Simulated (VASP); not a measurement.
# Al₂Cu, self-consistent run: which settings are enough?

Al₂Cu, I4/mmm (no. 139), 3 atoms in the cell. PBEsol; PAW potentials Cu, Al (PBE set). VASP 6.6.1.

Wanted: energy within 0.2 meV/atom; Fermi level within 0.005 eV.

What the run is for: comparing ways to start; Accuracy asked: tight.

POSCAR:
```
Al2Cu
1.0
   -2.0303375000      2.0303375000      2.8510940000
    2.0303375000     -2.0303375000      2.8510940000
    2.0303375000      2.0303375000     -2.8510940000
Cu Al
1 2
Direct
    0.5000000000      0.5000000000      0.0000000000
    0.2500000000      0.7500000000      0.5000000000
    0.7500000000      0.2500000000      0.5000000000
```

## How the run starts (with a second run first, the time holds both)

| How the run starts (with a second run first, the time holds both) | Energy less reference (meV/atom) | Fermi level (eV) | Time (s) |
|---|---|---|---|
| from scratch: 16 SCF iterations | 0.00 | 7.1360 | 32 |
| density of a coarse mesh (ICHARG 1): 15 + 9 SCF iterations | 0.00 | 7.1361 | 23 |
| orbitals of a lower cutoff (ISTART 1): 16 + 6 SCF iterations | 0.00 | 7.1360 | 32 |
| orbitals of a loose run: 11 + 7 SCF iterations | 0.00 | 7.1359 | 25 |

Chosen: from scratch: 16 SCF iterations; no other choice that stays within the tolerance saves 30 % of the time.

The chosen settings are those of the reference run.

## The input

INCAR:
```
SYSTEM = Al2Cu
ALGO = Normal
EDIFF = 1E-6
ENCUT = 400
GGA = PS
GGA_COMPAT = .FALSE.
ISIF = 2
ISMEAR = 1
LASPH = .TRUE.
LCHARG = .FALSE.
LREAL = .FALSE.
LWAVE = .FALSE.
NELM = 120
PREC = Accurate
SIGMA = 0.1
```

KPOINTS:
```
k-points
0
Gamma
  11 11 11
```

Commands:
```
cat potpaw_PBE.64/Cu/POTCAR potpaw_PBE.64/Al/POTCAR > POTCAR
mpirun -np 1 vasp_std > vasp.out
```

The chosen input took VASP 6.6.1 32 s on 1 core (AMD EPYC 9R45 (Zen 5)), a shared host.

## An input that fails: restart asked without its files

VASP's message: ERROR: charge density could not be read from file CHGCAR for ICHARG>10.

Changes against the starting input:
```
- NELM = 120
+ NELM = 60
+ ICHARG = 11
```
